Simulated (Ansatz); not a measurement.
Sm: single point with PBEsol

Crystal: Sm.

```
Sm
1.0
     1.81043    1.04526    8.74973
    -1.81043    1.04526    8.74973
     0.00000   -2.09051    8.74973
Sm
3
Cartesian
  0.0000 0.0000 5.8331
  0.0000 0.0000 20.4161
  0.0000 0.0000 0.0000
```

```
Program             : Ansatz 0.2.0
Task                : single point
Functional          : PBEsol
Potentials or basis : Ansatz PAW
Cutoff              : 420 eV (not typed: the program's choice for these potentials)
k mesh              : 9 × 9 × 9
Occupations         : fermi-dirac, width 0.05 eV
Spin                : collinear spin, antiferromagnetic start
Starting moments    : [5.0, -5.0, 5.0] μB
```

```json
{
  "Pressure": "0.6 GPa",
  "Band gap on the k mesh": "none (metal or under the smearing width)",
  "Net moment": "6.61 μB per cell",
  "Absolute moment": "18.87 μB per cell",
  "Site moments": "Sm +6.00, -5.89, +6.03 μB"
}
```

Stress tensor (GPa, compression positive):
```
0.10 0.00 0.00
0.00 0.10 0.00
0.00 0.00 1.63
```

Levels at points of the mesh, in eV from the Fermi level:
Spin up:
```tsv
k point	band 25	band 26	band 27	band 28	band 29	band 30	band 31	band 32
(0.00, 0.00, 0.00)	-0.16	-0.13	-0.12	-0.03	-0.03	1.32	1.43	1.76
```
Spin down:
```csv
k point,band 20,band 21,band 22,band 23,band 24,band 25
"(0.00, 0.00, 0.00)",-0.13,-0.13,-0.12,1.65,1.75,2.00
```

It took 65 s on 2 threads of Intel(R) Xeon(R) 6975P-C (Granite Rapids) (shared host), peak memory 0.84 GiB.

Caveat: the magnetic or orbital state may not be the lowest; spin-orbit coupling is left out, which moves the levels of the heavy elements; the PAW data sets come from PBE, with cores solved anew for the run's functional, which leaves a small shift of forces and pressure. The state reached can hang on the start; a lower one may exist.
